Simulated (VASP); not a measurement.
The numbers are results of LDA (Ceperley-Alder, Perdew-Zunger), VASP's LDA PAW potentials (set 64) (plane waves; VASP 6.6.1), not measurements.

Input for VASP

File POSCAR:
```
LaAlO3
1
    3.8149062360     0.0000000000     0.0000000000
    0.0000000000     3.8149062360     0.0000000000
    0.0000000000     0.0000000000     3.8149062360
La Al O
1 1 3
Direct
  0.0000000000   0.0000000000   0.0000000000
  0.5000000000   0.5000000000   0.5000000000
  0.5000000000   0.0000000000   0.5000000000
  0.0000000000   0.5000000000   0.5000000000
  0.5000000000   0.5000000000   0.0000000000
```

### INCAR
```
NELM = 100   ! most electronic steps
ISIF = 2   ! forces and stress, cell fixed
SIGMA = 0.05   ! width (eV)
ISMEAR = 0   ! Gaussian
LMAXMIX = 6   ! l cut-off of mixed one-centre charges
SYSTEM = LaAlO3
LASPH = T   ! aspherical one-centre terms
LCHARG = F
EDIFF = 1E-7   ! SCF stop (eV)
LWAVE = F
LREAL = F
ALGO = Normal
ENCUT = 520   ! plane-wave cut-off (eV)
PREC = Accurate
```

### KPOINTS
```
kpoints
0
G
6 6 6
```

POTCAR, in this order: La Al O (LDA.64 set). Program: vasp_std.

The resulting files:

OSZICAR:
```
       N       E                     dE             d eps       ncg     rms          rms(c)
DAV:   1     0.311895675652E+03    0.31190E+03   -0.13944E+04   844   0.248E+03
DAV:   2     0.411183553145E+02   -0.27078E+03   -0.24434E+03   916   0.378E+02
DAV:   3    -0.408461722025E+02   -0.81965E+02   -0.79981E+02  1260   0.198E+02
DAV:   4    -0.480689573914E+02   -0.72228E+01   -0.71971E+01  1256   0.568E+01
DAV:   5    -0.486396346872E+02   -0.57068E+00   -0.57022E+00  1252   0.145E+01    0.124E+01
DAV:   6    -0.443736378230E+02    0.42660E+01   -0.30203E+01  1176   0.339E+01    0.505E+00
DAV:   7    -0.443336787404E+02    0.39959E-01   -0.13215E+00  1376   0.996E+00    0.241E+00
DAV:   8    -0.442863819010E+02    0.47297E-01   -0.10878E-01  1192   0.334E+00    0.429E-01
DAV:   9    -0.442837036976E+02    0.26782E-02   -0.18257E-02  1408   0.102E+00    0.152E-01
DAV:  10    -0.442838039330E+02   -0.10024E-03   -0.94799E-04  1136   0.210E-01    0.345E-02
DAV:  11    -0.442838132205E+02   -0.92875E-05   -0.94276E-05  1464   0.813E-02    0.150E-02
DAV:  12    -0.442838125276E+02    0.69288E-06   -0.93344E-06  1280   0.284E-02    0.423E-03
DAV:  13    -0.442838125321E+02   -0.45129E-08   -0.51537E-07   976   0.601E-03
   1 F= -.44283813E+02 E0= -.44283813E+02  d E =-.526654E-14
```

### OUTCAR
```
------------------------ aborting loop because EDIFF is reached ----------------------------------------
  FORCE on cell =-STRESS in cart. coord.  units (eV):
  Direction    XX          YY          ZZ          XY          YZ          ZX
  --------------------------------------------------------------------------------------
  Total       -4.0480156     -4.0480156     -4.0480156      0.0000000      0.0000000     -0.0000000
  in kB     -116.8156834   -116.8156834   -116.8156834      0.0000000      0.0000000     -0.0000000
  external PRESSURE =    -116.8156834 kB  Pullay stress =       0.0000000 kB
  volume of cell :       55.52
      direct lattice vectors                 reciprocal lattice vectors
     3.814906236  0.000000000  0.000000000     0.262129640  0.000000000  0.000000000
     0.000000000  3.814906236  0.000000000     0.000000000  0.262129640  0.000000000
     0.000000000  0.000000000  3.814906236     0.000000000  0.000000000  0.262129640
 POSITION                                       TOTAL-FORCE (eV/Angst)
 -----------------------------------------------------------------------------------
      0.00000      0.00000      0.00000         0.000000      0.000000      0.000000
      1.90745      1.90745      1.90745         0.000000      0.000000      0.000000
      1.90745      0.00000      1.90745         0.000000      0.000000      0.000000
      0.00000      1.90745      1.90745         0.000000      0.000000      0.000000
      1.90745      1.90745      0.00000         0.000000      0.000000      0.000000
 -----------------------------------------------------------------------------------
    total drift:                                0.000000      0.000000      0.000000
  FREE ENERGIE OF THE ION-ELECTRON SYSTEM (eV)
  ---------------------------------------------------
  free  energy   TOTEN  =       -44.2838125321 eV

  energy  without entropy=      -44.2838125321  energy(sigma->0) =      -44.28381253
```
(Selected blocks of OUTCAR.)

The compound is LaAlO3 in the cubic perovskite structure, the ideal cubic form; the compound distorts at low or room temperature. This cell is one point of a volume scan, at 1.06 of the reference volume.
